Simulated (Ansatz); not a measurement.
BeO in space group P6_3mc (No. 186; Pearson symbol hP12), plane-wave PAW PBEsol (Ansatz code). The conduction-band minimum lies at M, with 3 equivalent valleys. Second derivatives d²E/dk² of the lowest band at one valley (eV·Å²), along Cartesian directions:

| direction | d²E/dk² |
|---|---|
| [100] | 16.99 |
| [010] | 10.81 |
| [001] | 7.770 |
| [110] | 13.90 |
| [101] | 12.38 |
| [011] | 9.288 |

### Question
Find the principal effective masses, the density-of-states mass and the conductivity mass.

### Answer
Off-diagonal terms follow from H_xy = H[110] − (H_xx + H_yy)/2, and m*/mₑ = 7.620 eV·Å² over each eigenvalue: 0.45, 0.70, 0.98. One valley's DOS mass (m₁m₂m₃)^(1/3) = 0.68, conductivity mass 3/(Σ 1/mᵢ) = 0.64 mₑ.

### Question
What effective density of states Nc follows at 300 K for parabolic valleys?

### Answer
Nc = 2.509e19 × 3 × (0.68)^(3/2) ≈ 4.2e19 cm⁻³.

### Question
With the computed static dielectric constant 7.05 (mean of the diagonal), estimate a hydrogenic donor's binding energy and radius.

### Answer
E = 13.606 eV × 0.64/7.05² ≈ 180 meV; a = 0.529 Å × ε/m* ≈ 5.8 Å. Semilocal masses tend to be too small where the gap is.

The cell is a constructed one: a structure type filled with these elements. Its sites differ from those of the usual phase in this space group: another stacking or structure type. The cell was relaxed with PBEsol under the symmetry of its start; of distortions, only those at the zone centre were tested.

Potentials: the later of the program's two PAW sets.
